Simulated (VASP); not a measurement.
# CuI: how numerical settings change the zone-centre modes

Aim: test the modes of CuI against the numerical settings. The starting structure is a measured crystal structure from the Crystallography Open Database.

Method: Kohn-Sham DFT with plane waves and PAW; LDA, in VASP 6.6.1.

The database entry behind the starting cell differs from later determinations by our own check (about 0.4 % short), so it need not match the best structure at ambient conditions.

### Step 1. Starting point

It takes space group F-43m (No. 216, cubic). The conventional cell has a = 6.032 Å, b = 6.032 Å, c = 6.032 Å, α = 90.00°, β = 90.00°, γ = 90.00°. Nearest to I lie 4 Cu at 2.61 Å. Nearest to Cu lie 4 I at 2.61 Å. Farther neighbours and most contacts between anions are not listed.

### Step 2. Reference modes

The cell comes from a relaxation at this level, not shown (50.33 Å³).

INCAR reads:

```
SYSTEM = CuI
PREC = Accurate
ENCUT = 450
EDIFF = 1E-08
NELM = 100
ISMEAR = 0
SIGMA = 0.03
LREAL = .FALSE.
ALGO = Normal
GGA = CA
NBANDS = 15
LASPH = .TRUE.
LORBIT = 11
LWAVE = .FALSE.
LCHARG = .FALSE.
KPAR = 4
IBRION = 8
LEPSILON = .TRUE.
LPEAD = .TRUE.
ISIF = 2
```

POSCAR reads:

```
CuI
1.0
    0.0000000000      2.9305107775      2.9305107775
    2.9305107775      0.0000000000      2.9305107775
    2.9305107775      2.9305107775      0.0000000000
I Cu
1 1
Direct
    0.0000000000      0.0000000000      0.0000000000
    0.7500000000      0.7500000000      0.7500000000
```

KPOINTS reads:

```
Automatic mesh
0
Gamma
10 10 10
0 0 0
```

The projector-augmented-wave data sets are I and Cu (LDA family, release 64).

Started as:

```sh
> mpirun -np 4 vasp_std
```

The log of the run:

```text
[banner, memory and clock lines left out]
running    4 mpi-ranks, on    1 nodes
 distrk:  each k-point on    1 cores,    4 groups
 distr:  one band on    1 cores,    1 groups

 POSCAR found type information on POSCAR I Cu
 POSCAR found :  2 types and       2 ions
 LDA part: xc-table for (Slater(with rela. corr.)+CA(PZ))
 , standard interpolation
 POSCAR, INCAR and KPOINTS ok, starting setup
 FFT: planning ... GRIDC
 FFT: planning ... GRID_SOFT
 FFT: planning ... GRID
 WAVECAR not read
 entering main loop
       N       E                     dE             d eps       ncg     rms          rms(c)
DAV:   1     0.905171850065E+02    0.90517E+02   -0.69892E+03  1417   0.119E+03
DAV:   2    -0.142256858433E+01   -0.91940E+02   -0.84242E+02  1501   0.235E+02
DAV:   3    -0.716200388173E+01   -0.57394E+01   -0.56505E+01  1872   0.632E+01
DAV:   4    -0.732150544856E+01   -0.15950E+00   -0.15945E+00  1601   0.992E+00
DAV:   5    -0.733034203780E+01   -0.88366E-02   -0.88364E-02  2191   0.262E+00    0.649E+00
DAV:   6    -0.722291973370E+01    0.10742E+00   -0.40642E+00  1467   0.595E+01    0.405E+00
DAV:   7    -0.700367757524E+01    0.21924E+00   -0.97082E-01  1599   0.362E+01    0.199E+00
DAV:   8    -0.700036834725E+01    0.33092E-02   -0.53456E-02  2192   0.373E+00    0.551E-01
DAV:   9    -0.699639329874E+01    0.39750E-02   -0.11191E-02  1789   0.335E+00    0.267E-01
DAV:  10    -0.699641264154E+01   -0.19343E-04   -0.64256E-04  1798   0.176E-01    0.185E-01
DAV:  11    -0.699623876722E+01    0.17387E-03   -0.87622E-04  1831   0.105E+00    0.340E-02
DAV:  12    -0.699624340578E+01   -0.46386E-05   -0.10395E-04  2020   0.123E-01    0.428E-02
DAV:  13    -0.699624218704E+01    0.12187E-05   -0.41720E-06  2206   0.149E-02    0.149E-02
DAV:  14    -0.699624122263E+01    0.96441E-06   -0.11760E-06  2075   0.357E-02    0.478E-03
DAV:  15    -0.699624104117E+01    0.18147E-06   -0.10744E-06  2131   0.302E-02    0.169E-03
DAV:  16    -0.699624106175E+01   -0.20580E-07   -0.12915E-07  2199   0.456E-03    0.193E-03
DAV:  17    -0.699624105131E+01    0.10438E-07   -0.22313E-08  1313   0.537E-03    0.562E-04
DAV:  18    -0.699624105065E+01    0.65620E-09   -0.34353E-09   915   0.121E-03
   1 F= -.69962411E+01 E0= -.69962411E+01  d E =-.800098E-21
 Linear response reoptimize wavefunctions to high precision
DAV:   1    -0.699624105078E+01   -0.12847E-09   -0.26127E-09  1407   0.921E-04
DAV:   2    -0.699624105085E+01   -0.66620E-10   -0.49312E-10   845   0.195E-04
 Linear response to external field (no local field effect), progress :
  Direction:   1
       N       E                     dE             d eps       ncg     rms          rms(c)
RMM:   1    -0.428703302223E+00   -0.42870E+00    0.55139E-01   857   0.208E+01
RMM:   2    -0.922181705575E+00   -0.49348E+00    0.13163E-01  1164   0.281E+00
RMM:   3    -0.953507189552E+00   -0.31325E-01   -0.56478E-05  1230   0.124E+00
RMM:   4    -0.957339795818E+00   -0.38326E-02   -0.20758E-03  1326   0.444E-01
RMM:   5    -0.957774843922E+00   -0.43505E-03   -0.71593E-04  1308   0.134E-01
RMM:   6    -0.957785820980E+00   -0.10977E-04   -0.49326E-05  1295   0.415E-02
RMM:   7    -0.957787116938E+00   -0.12960E-05   -0.61140E-06  1351   0.140E-02
RMM:   8    -0.957787239748E+00   -0.12281E-06   -0.67441E-07  1259   0.517E-03
RMM:   9    -0.957787280930E+00   -0.41181E-07   -0.12884E-07  1158   0.177E-03
RMM:  10    -0.957787280651E+00    0.27914E-09   -0.51334E-09   959   0.664E-04
 change of polarisation eV/A/(eV/A) component  1 :     1.916     0.819     0.225
 dielectric tensor                  component  1 :     7.887     2.943     0.811
 Linear response to external field (no local field effect), progress :
  Direction:   2
       N       E                     dE             d eps       ncg     rms          rms(c)
RMM:   1    -0.461372776063E+00   -0.46137E+00    0.70786E-01   857   0.206E+01
RMM:   2    -0.999424492308E+00   -0.53805E+00    0.13829E-01  1177   0.289E+00
RMM:   3    -0.103309690927E+01   -0.33672E-01   -0.38641E-03  1248   0.127E+00
RMM:   4    -0.103719990137E+01   -0.41030E-02   -0.17397E-03  1333   0.424E-01
RMM:   5    -0.103765130795E+01   -0.45141E-03   -0.92372E-04  1314   0.138E-01
RMM:   6    -0.103766156009E+01   -0.10252E-04   -0.48485E-05  1292   0.387E-02
RMM:   7    -0.103766284968E+01   -0.12896E-05   -0.60797E-06  1355   0.131E-02
RMM:   8    -0.103766292778E+01   -0.78104E-07   -0.59339E-07  1258   0.460E-03
RMM:   9    -0.103766296321E+01   -0.35431E-07   -0.11653E-07  1153   0.150E-03
RMM:  10    -0.103766296176E+01    0.14532E-08   -0.90452E-09   976   0.524E-04
 change of polarisation eV/A/(eV/A) component  2 :     0.819     2.075    -0.336
 dielectric tensor                  component  2 :     2.944     8.461    -1.210
 Linear response to external field (no local field effect), progress :
  Direction:   3
       N       E                     dE             d eps       ncg     rms          rms(c)
RMM:   1    -0.287184390023E+00   -0.28718E+00    0.16760E-01   861   0.174E+01
RMM:   2    -0.548363888617E+00   -0.26118E+00    0.55338E-02  1135   0.230E+00
RMM:   3    -0.565750695552E+00   -0.17387E-01   -0.54835E-03  1238   0.906E-01
RMM:   4    -0.567241332807E+00   -0.14906E-02   -0.17163E-03  1330   0.308E-01
RMM:   5    -0.567360987431E+00   -0.11965E-03   -0.19203E-04  1282   0.879E-02
[...]
RMM:   3    -0.807997082818E+00    0.15146E-01   -0.22329E-02  7985   0.163E+00    0.777E-01
RMM:   4    -0.821454166953E+00   -0.13457E-01   -0.44386E-02  9592   0.129E+00    0.168E-01
RMM:   5    -0.823190674082E+00   -0.17365E-02   -0.26250E-03  8743   0.344E-01    0.833E-02
RMM:   6    -0.827773807191E+00   -0.45831E-02   -0.39309E-04  9043   0.151E-01    0.249E-02
RMM:   7    -0.827485647914E+00    0.28816E-03   -0.51321E-05  8987   0.500E-02    0.230E-02
RMM:   8    -0.827788443466E+00   -0.30280E-03   -0.34229E-06  8488   0.239E-02    0.117E-02
RMM:   9    -0.827879201240E+00   -0.90758E-04    0.34764E-05  8533   0.134E-02    0.770E-03
RMM:  10    -0.827867464484E+00    0.11737E-04   -0.24699E-06  9428   0.589E-03    0.232E-03
RMM:  11    -0.827872927319E+00   -0.54628E-05   -0.33750E-07  9408   0.180E-03    0.388E-04
RMM:  12    -0.827878246396E+00   -0.53191E-05    0.46994E-07  9428   0.682E-04    0.245E-04
RMM:  13    -0.827878916332E+00   -0.66994E-06    0.49861E-10  9219   0.263E-04    0.478E-05
RMM:  14    -0.827879673096E+00   -0.75676E-06    0.79911E-08  7442   0.119E-04    0.344E-05
RMM:  15    -0.827879966745E+00   -0.29365E-06    0.11037E-08  5597   0.766E-05    0.438E-06
 change of polarisation eV/A/(eV/A) component  2 :     0.282     1.581     0.141
 dielectric tensor                  component  2 :     1.014     6.683     0.508
 Linear response to external field, progress :
  Direction:   3
       N       E                     dE             d eps       ncg     rms          rms(c)
RMM:   1    -0.392142314996E+00   -0.39214E+00    0.47782E-01  3097   0.196E+01
RMM:   2    -0.823201672012E+00   -0.43106E+00    0.10799E-01  4187   0.267E+00    0.131E+00
RMM:   3    -0.808029944942E+00    0.15172E-01   -0.22551E-02  7982   0.163E+00    0.777E-01
RMM:   4    -0.821465803346E+00   -0.13436E-01   -0.44385E-02  9595   0.129E+00    0.168E-01
RMM:   5    -0.823183165729E+00   -0.17174E-02   -0.25842E-03  8742   0.344E-01    0.832E-02
RMM:   6    -0.827778391428E+00   -0.45952E-02   -0.39313E-04  9042   0.151E-01    0.247E-02
RMM:   7    -0.827486361171E+00    0.29203E-03   -0.54153E-05  8990   0.498E-02    0.229E-02
RMM:   8    -0.827798752176E+00   -0.31239E-03   -0.85698E-06  8499   0.233E-02    0.115E-02
RMM:   9    -0.827880875592E+00   -0.82123E-04    0.23276E-05  8540   0.132E-02    0.760E-03
RMM:  10    -0.827868485859E+00    0.12390E-04    0.12580E-08  9303   0.585E-03    0.244E-03
RMM:  11    -0.827874772648E+00   -0.62868E-05   -0.67217E-07  9441   0.186E-03    0.345E-04
RMM:  12    -0.827879852759E+00   -0.50801E-05    0.28937E-07  9440   0.699E-04    0.248E-04
RMM:  13    -0.827880487194E+00   -0.63443E-06    0.80330E-08  9174   0.269E-04    0.488E-05
RMM:  14    -0.827881338245E+00   -0.85105E-06    0.58651E-08  7603   0.123E-04    0.384E-05
RMM:  15    -0.827881646499E+00   -0.30825E-06    0.35971E-08  5723   0.780E-05    0.584E-06
 change of polarisation eV/A/(eV/A) component  3 :     0.227     0.267     1.581
 dielectric tensor                  component  3 :     0.815     0.958     6.683
 Linear response DOF=           2
 Linear response progress:
  Degree of freedom:   1/  2
       N       E                     dE             d eps       ncg     rms          rms(c)
RMM:   1    -0.762441503974E-01   -0.76244E-01    0.89332E-02 11466   0.238E+00
RMM:   2    -0.771908986908E-01   -0.94675E-03   -0.69631E-03  8015   0.100E+00    0.106E-01
RMM:   3    -0.778547312033E-01   -0.66383E-03   -0.24440E-03  9016   0.338E-01    0.476E-02
RMM:   4    -0.779045125750E-01   -0.49781E-04   -0.21728E-04  9111   0.998E-02    0.459E-02
RMM:   5    -0.779528852095E-01   -0.48373E-04   -0.27552E-05  8843   0.370E-02    0.473E-03
RMM:   6    -0.779394822941E-01    0.13403E-04   -0.29023E-06  8995   0.112E-02    0.147E-03
RMM:   7    -0.779271870570E-01    0.12295E-04   -0.22406E-07  9192   0.436E-03    0.697E-04
RMM:   8    -0.779239797949E-01    0.32073E-05   -0.16074E-07  8784   0.188E-03    0.648E-04
RMM:   9    -0.779235405321E-01    0.43926E-06   -0.29585E-08  9342   0.823E-04    0.607E-04
RMM:  10    -0.779236163406E-01   -0.75808E-07   -0.18374E-08  9213   0.264E-04    0.188E-04
RMM:  11    -0.779232624493E-01    0.35389E-06   -0.10409E-08  9418   0.117E-04    0.102E-04
RMM:  12    -0.779231818650E-01    0.80584E-07   -0.65261E-09  9253   0.566E-05    0.607E-05
RMM:  13    -0.779231164590E-01    0.65406E-07   -0.50938E-09  9065   0.402E-05    0.227E-06
RMM:  14    -0.779231031130E-01    0.13346E-07   -0.56618E-09  9676   0.292E-05    0.413E-06
RMM:  15    -0.779231069023E-01   -0.37894E-08   -0.55890E-09  8792   0.239E-05    0.210E-06
 first order change of Fermi-energy   0.27991E-03
 force on displaced ion       1 direction 1 :  -3.791   0.000   0.000
 Born effective charge ion    1 direction 1 :  -0.955   0.000   0.000
 Linear response progress:
  Degree of freedom:   2/  2
       N       E                     dE             d eps       ncg     rms          rms(c)
RMM:   1    -0.246927935823E+00   -0.24693E+00   -0.12781E-01  7277   0.512E+00
RMM:   2    -0.246960942485E+00   -0.33007E-04   -0.82978E-03  7082   0.108E+00    0.869E-02
RMM:   3    -0.247314608938E+00   -0.35367E-03   -0.10797E-03  8042   0.262E-01    0.517E-02
RMM:   4    -0.247637407168E+00   -0.32280E-03   -0.10041E-04  8523   0.790E-02    0.496E-03
RMM:   5    -0.247631700361E+00    0.57068E-05   -0.60254E-06  8579   0.194E-02    0.398E-03
RMM:   6    -0.247626733695E+00    0.49667E-05   -0.60132E-07  8735   0.731E-03    0.172E-03
RMM:   7    -0.247632930614E+00   -0.61969E-05   -0.16074E-07  8757   0.314E-03    0.107E-03
RMM:   8    -0.247630592743E+00    0.23379E-05   -0.26813E-08  8781   0.102E-03    0.240E-04
RMM:   9    -0.247630406158E+00    0.18659E-06   -0.65290E-09  9028   0.373E-04    0.127E-04
RMM:  10    -0.247630287958E+00    0.11820E-06   -0.27953E-09  8709   0.163E-04    0.303E-05
RMM:  11    -0.247630318475E+00   -0.30517E-07   -0.85284E-10  8811   0.955E-05    0.207E-05
RMM:  12    -0.247630428144E+00   -0.10967E-06   -0.12480E-09  8796   0.504E-05    0.144E-05
RMM:  13    -0.247630466394E+00   -0.38249E-07   -0.11443E-09  8714   0.366E-05    0.150E-05
RMM:  14    -0.247630461468E+00    0.49256E-08   -0.11329E-09  8820   0.316E-05    0.471E-06
 first order change of Fermi-energy  -0.45777E-04
 force on displaced ion       2 direction 1 :  -3.837  -0.000  -0.000
 Born effective charge ion    2 direction 1 :   0.954   0.000   0.000
 Born effective charges drift removed
 Linear response finished
```

Run time: 3.9 min. Hardware: 4 MPI ranks of AMD EPYC 9R14 (Zen 4), shared host; peak memory 1.7 GiB.

The logs omit lines about the potential files and the build; timing stands in the text.

From OUTCAR (step 2):

```text
ion  position               nearest neighbor table
   1  0.000  0.000  0.000-   2 2.54   2 2.54   2 2.54   2 2.54
   2  0.750  0.750  0.750-   1 2.54   1 2.54   1 2.54   1 2.54

  LATTYP: Found a face centered cubic cell.
 ALAT       =     5.8610215550

 Subroutine GETGRP returns: Found 24 space group operations
 (whereof 24 operations were pure point group operations)

The static configuration has the point symmetry T_d .

 Found     47 irreducible k-points:

   k-points           NKPTS =     47   k-points in BZ     NKDIM =     47   number of bands    NBANDS=     15

   dimension x,y,z NGX =    30 NGY =   30 NGZ =   30
   dimension x,y,z NGXF=    60 NGYF=   60 NGZF=   60

   ENCUT  =  450.0 eV  33.07 Ry    5.75 a.u.   7.17  7.17  7.17*2*pi/ulx,y,z

   NELECT =      18.0000    total number of electrons

 k-points in reciprocal lattice and weights: Automatic mesh
   0.00000000  0.00000000  0.00000000       0.001
   0.10000000  0.00000000  0.00000000       0.008
   0.20000000  0.00000000  0.00000000       0.008
   0.30000000  0.00000000  0.00000000       0.008
   0.40000000  0.00000000  0.00000000       0.008
   0.50000000  0.00000000  0.00000000       0.004
   0.10000000  0.10000000  0.00000000       0.006
   0.20000000  0.10000000  0.00000000       0.024
   0.30000000  0.10000000  0.00000000       0.024
[...]
-0.30000000  0.40000000  0.20000000       0.024
  -0.30000000  0.50000000  0.20000000       0.012

 average (electrostatic) potential at core
       1 -92.0926       2 -66.0733

  Total       -0.0031411     -0.0031411     -0.0031411      0.0000000      0.0000000      0.0000000
  in kB       -0.0999837     -0.0999837     -0.0999837      0.0000000      0.0000000      0.0000000
  external PRESSURE =      -0.0999837 kB  Pullay stress =       0.0000000 kB

  energy-cutoff  :      450.00
  volume of cell :       50.33
      direct lattice vectors                 reciprocal lattice vectors
     0.000000000  2.930510777  2.930510777    -0.170618721  0.170618721  0.170618721
     2.930510777  0.000000000  2.930510777     0.170618721 -0.170618721  0.170618721
     2.930510777  2.930510777  0.000000000     0.170618721  0.170618721 -0.170618721

 POSITION                                       TOTAL-FORCE (eV/Angst)
 -----------------------------------------------------------------------------------
      0.00000      0.00000      0.00000         0.000000      0.000000     -0.000000
      4.39577      4.39577      4.39577        -0.000000     -0.000000      0.000000
 -----------------------------------------------------------------------------------
    total drift:                               -0.000000     -0.000000     -0.000000

 MACROSCOPIC STATIC DIELECTRIC TENSOR (including local field effects in DFT)
 ------------------------------------------------------
           6.682635    -0.000000     0.000000
           0.000000     6.682635     0.000000
          -0.000000     0.000000     6.682635
 ------------------------------------------------------

 PIEZOELECTRIC TENSOR (including local field effects)  for field in x, y, z        (C/m^2)
          XX          YY          ZZ          XY          YZ          ZX
  --------------------------------------------------------------------------------
  x    -0.00000    -0.00000    -0.00000     0.00000    -0.30399    -0.00000
  y     0.00000     0.00000     0.00000     0.00000     0.00000    -0.30399
  z     0.00000     0.00000     0.00000    -0.30399     0.00000     0.00000

 BORN EFFECTIVE CHARGES (including local field effects) (in |e|, cummulative output)
 ---------------------------------------------------------------------------------
 ion    1
    1    -0.95486     0.00000     0.00000
    2     0.00000    -0.95486     0.00000
    3     0.00000     0.00000    -0.95486
 ion    2
    1     0.95486     0.00000     0.00000
    2     0.00000     0.95486     0.00000
    3     0.00000     0.00000     0.95486

 Eigenvectors and eigenvalues of the dynamical matrix
 ----------------------------------------------------

   1 f  =    4.696762 THz    29.510626 2PiTHz  156.667119 cm-1    19.424238 meV
             X         Y         Z           dx          dy          dz
      0.000000  0.000000  0.000000    -0.000000   -0.575285    0.000000
      4.395766  4.395766  4.395766     0.000000    0.817953    0.000000

   2 f  =    4.696762 THz    29.510626 2PiTHz  156.667119 cm-1    19.424238 meV
             X         Y         Z           dx          dy          dz
      0.000000  0.000000  0.000000     0.000000    0.000000   -0.575285
      4.395766  4.395766  4.395766     0.000000    0.000000    0.817953

   3 f  =    4.696762 THz    29.510626 2PiTHz  156.667119 cm-1    19.424238 meV
             X         Y         Z           dx          dy          dz
      0.000000  0.000000  0.000000     0.575285    0.000000    0.000000
      4.395766  4.395766  4.395766    -0.817953    0.000000    0.000000

   4 f/i=    0.013506 THz     0.084864 2PiTHz    0.450527 cm-1     0.055858 meV
             X         Y         Z           dx          dy          dz
      0.000000  0.000000  0.000000    -0.527147    0.625430    0.000000
      4.395766  4.395766  4.395766    -0.370755    0.439880    0.000000

   5 f/i=    0.013506 THz     0.084864 2PiTHz    0.450527 cm-1     0.055858 meV
             X         Y         Z           dx          dy          dz
      0.000000  0.000000  0.000000     0.000000    0.000000    0.817953
      4.395766  4.395766  4.395766     0.000000    0.000000    0.575285

   6 f/i=    0.013506 THz     0.084864 2PiTHz    0.450527 cm-1     0.055858 meV
             X         Y         Z           dx          dy          dz
      0.000000  0.000000  0.000000     0.625430    0.527147    0.000000
      4.395766  4.395766  4.395766     0.439880    0.370755    0.000000

 MACROSCOPIC STATIC DIELECTRIC TENSOR IONIC CONTRIBUTION
 ------------------------------------------------------
           0.859382     0.000000     0.000000
           0.000000     0.859382     0.000000
           0.000000     0.000000     0.859382
 ------------------------------------------------------

 ELASTIC MODULI CONTR FROM IONIC RELAXATION (kBar)
 Direction    XX          YY          ZZ          XY          YZ          ZX
 --------------------------------------------------------------------------------
 XX          -0.0000      0.0000      0.0000      0.0000     -0.0000      0.0000
 YY           0.0000     -0.0000     -0.0000      0.0000      0.0000     -0.0000
 ZZ           0.0000     -0.0000     -0.0000      0.0000      0.0000      0.0000
 XY           0.0000      0.0000      0.0000   -215.1550      0.0000      0.0000
 YZ          -0.0000      0.0000      0.0000      0.0000   -215.1550      0.0000
 ZX           0.0000     -0.0000      0.0000      0.0000      0.0000   -215.1550
 --------------------------------------------------------------------------------

 PIEZOELECTRIC TENSOR IONIC CONTR  for field in x, y, z        (C/m^2)
          XX          YY          ZZ          XY          YZ          ZX
  --------------------------------------------------------------------------------
  x     0.00000    -0.00000    -0.00000     0.00000     0.40461     0.00000
  y    -0.00000     0.00000    -0.00000     0.00000     0.00000     0.40461
  z    -0.00000    -0.00000    -0.00000     0.40461     0.00000     0.00000
```

Energies printed during the response cycles are not total energies of the cell.

Reference: the zone-centre mode is T2 156.7 cm⁻¹.

(Continued in part 2 of 2.)

[Lines on the potential files, build, host, timing and source positions are cut from VASP's logs without a mark.]

[Logs are printed without paths, hosts, clocks, repeated set-up lines and the standing remarks that a program may print on its own settings, such as how far it seeks lower states.]

[Hosts, paths, dates, database ids (printed as entryN), source tags and the programs' standing remarks are cut or masked in the printed files.]
